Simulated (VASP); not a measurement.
Calculation: PBE GGA, VASP's PBE PAW potentials (set 64) (plane waves; VASP).

The input files of a VASP run:

KPOINTS:
```
Automatic mesh
0
Gamma
7 7 7
0 0 0
```

**INCAR**
```
ALGO=Normal
EDIFF=1E-6
ENCUT=300
GGA=PE
ISIF=2
ISMEAR=0
LASPH=T
LCHARG=F
LMAXMIX=4
LREAL=F
LWAVE=F
NELM=100
PREC=Accurate
SIGMA=0.136
SYSTEM=InCuS2
```

POSCAR:
```
InCuS2
11.334230
 -0.2480817841   0.2480817841   0.5000000000
  0.2480817841  -0.2480817841   0.5000000000
  0.2480817841   0.2480817841  -0.5000000000
In Cu S
2 2 4
direct
  0.5000000000   0.5000000000   0.0000000000
  0.2500000000   0.7500000000   0.5000000000
  0.7500000000   0.2500000000   0.5000000000
  0.0000000000   0.0000000000   0.0000000000
  0.8750000000   0.9038000000   0.5288000000
  0.0962000000   0.6250000000   0.9712000000
  0.3750000000   0.3462000000   0.4712000000
  0.6538000000   0.1250000000   0.0288000000
```

POTCAR, in this order: In_d Cu S (PBE.64 set). Program: vasp_std.

The resulting files:

OSZICAR:
```
       N       E                     dE             d eps       ncg     rms          rms(c)
DAV:   1     0.614226691287E+03    0.61423E+03   -0.23250E+04  3440   0.134E+03
DAV:   2     0.575724763569E+02   -0.55665E+03   -0.54353E+03  3470   0.385E+02
DAV:   3    -0.298818320447E+02   -0.87454E+02   -0.85999E+02  4729   0.177E+02
DAV:   4    -0.352406374949E+02   -0.53588E+01   -0.53054E+01  5077   0.458E+01
DAV:   5    -0.354113017386E+02   -0.17066E+00   -0.17040E+00  5400   0.841E+00    0.167E+01
DAV:   6    -0.350748522805E+02    0.33645E+00   -0.41218E+01  4801   0.911E+01    0.115E+01
DAV:   7    -0.327831159881E+02    0.22917E+01   -0.10917E+01  4655   0.763E+01    0.695E+00
DAV:   8    -0.331077573270E+02   -0.32464E+00   -0.46596E+00  5288   0.199E+01    0.414E+00
DAV:   9    -0.329706433305E+02    0.13711E+00   -0.16265E+00  4657   0.194E+01    0.122E+00
DAV:  10    -0.329676932984E+02    0.29500E-02   -0.22438E-01  4816   0.905E+00    0.634E-01
DAV:  11    -0.329643913590E+02    0.33019E-02   -0.49326E-02  5008   0.356E+00    0.236E-01
DAV:  12    -0.329647177566E+02   -0.32640E-03   -0.56200E-03  5384   0.735E-01    0.105E-01
DAV:  13    -0.329647663550E+02   -0.48598E-04   -0.35467E-04  5152   0.115E-01    0.105E-01
DAV:  14    -0.329647994779E+02   -0.33123E-04   -0.24217E-04  4496   0.232E-01    0.324E-02
DAV:  15    -0.329648037679E+02   -0.42900E-05   -0.37564E-05  4592   0.360E-02    0.217E-02
DAV:  16    -0.329648041402E+02   -0.37237E-06   -0.19110E-06  2944   0.102E-02
   1 F= -.32964804E+02 E0= -.32964187E+02  d E =-.123519E-02
```

**OUTCAR**
```
------------------------ aborting loop because EDIFF is reached ----------------------------------------
  FORCE on cell =-STRESS in cart. coord.  units (eV):
  Direction    XX          YY          ZZ          XY          YZ          ZX
  --------------------------------------------------------------------------------------
  Total       -2.6136508     -2.6136508     -2.6309430      0.0000000      0.0000000     -0.0000000
  in kB      -23.3648138    -23.3648138    -23.5193984      0.0000000      0.0000000     -0.0000000
  external PRESSURE =     -23.4163420 kB  Pullay stress =       0.0000000 kB
  volume of cell :      179.22
      direct lattice vectors                 reciprocal lattice vectors
    -2.811816000  2.811816000  5.667115000     0.000000000  0.177821024  0.088228314
     2.811816000 -2.811816000  5.667115000     0.177821024  0.000000000  0.088228314
     2.811816000  2.811816000 -5.667115000     0.177821024  0.177821024  0.000000000
 POSITION                                       TOTAL-FORCE (eV/Angst)
 -----------------------------------------------------------------------------------
      0.00000      0.00000      5.66711         0.000000     -0.000000      0.000000
      2.81182      0.00000      2.83356         0.000000     -0.000000     -0.000000
      0.00000      2.81182      2.83356         0.000000     -0.000000      0.000000
      0.00000      0.00000      0.00000         0.000000     -0.000000     -0.000000
      1.56787      1.40591      7.08389        -0.025819     -0.000000     -0.000000
      4.21772      1.24395     -1.41678         0.000000      0.025819     -0.000000
      1.24395      1.40591      1.41678         0.025819     -0.000000     -0.000000
     -1.40591      1.56787      4.25034         0.000000     -0.025819     -0.000000
 -----------------------------------------------------------------------------------
    total drift:                               -0.000066     -0.000066     -0.000044
  FREE ENERGIE OF THE ION-ELECTRON SYSTEM (eV)
  ---------------------------------------------------
  free  energy   TOTEN  =       -32.9648041402 eV

  energy  without entropy=      -32.9635689545  energy(sigma->0) =      -32.96418655
```
(Selected blocks of OUTCAR.)

**OUTCAR**
```
 val. band max:        4.7848197590   @ k =   0.0000   0.0000   0.0000

 cond. band min:       5.3514494004   @ k =  -0.1429  -0.1429   0.1429


 Fermi energy:         4.8908527655

 k-point     1 :       0.0000    0.0000    0.0000
  band No.  band energies     occupation
      1     -10.3240      2.00000
      2     -10.3143      2.00000
      3     -10.3143      2.00000
      4     -10.0620      2.00000
      5     -10.0438      2.00000
      6     -10.0438      2.00000
      7      -9.9810      2.00000
      8      -9.9768      2.00000
      9      -9.9541      2.00000
     10      -9.9490      2.00000
     11      -9.1064      2.00000
     12      -7.6216      2.00000
     13      -7.5973      2.00000
     14      -7.5973      2.00000
     15      -1.7408      2.00000
     16      -1.0123      2.00000
     17      -0.1585      2.00000
     18       0.4416      2.00000
     19       0.5281      2.00000
     20       0.9394      2.00000
     21       0.9394      2.00000
     22       1.2256      2.00000
     23       1.2256      2.00000
     24       1.5693      2.00000
     25       1.5693      2.00000
     26       1.6399      2.00000
     27       2.9698      2.00000
     28       2.9952      2.00000
     29       3.0897      2.00000
     30       3.3641      2.00000
     31       3.3641      2.00000
     32       3.3701      2.00000
     33       3.4979      2.00000
     34       4.6760      1.97455
     35       4.7594      1.82831
     36       4.7594      1.82831
     37       4.7848      1.72980
     38       6.9118      0.00000
     39       6.9458      0.00000
     40       8.6944      0.00000
     41       8.6944      0.00000
     42       9.6210      0.00000
     43       9.6556      0.00000

 k-point     2 :       0.1429   -0.0000    0.0000
  band No.  band energies     occupation
      1     -10.3262      2.00000
      2     -10.3186      2.00000
      3     -10.3100      2.00000
      4     -10.0713      2.00000
      5     -10.0532      2.00000
...
```

At this cut-off the stress carries a Pulay error, which pulls relaxed volumes low.  Unless said otherwise, spin-orbit coupling is left out, though it shifts the bands of the heavy elements here.

The structure comes from a computed database's InCuS2 entry; how it stands against other phases isn't given here. The cell was not relaxed at this level. The run is one of a series of settings (KPOINTS 7×7×7 Γ-centred mesh against the base run), some of them coarse on purpose.
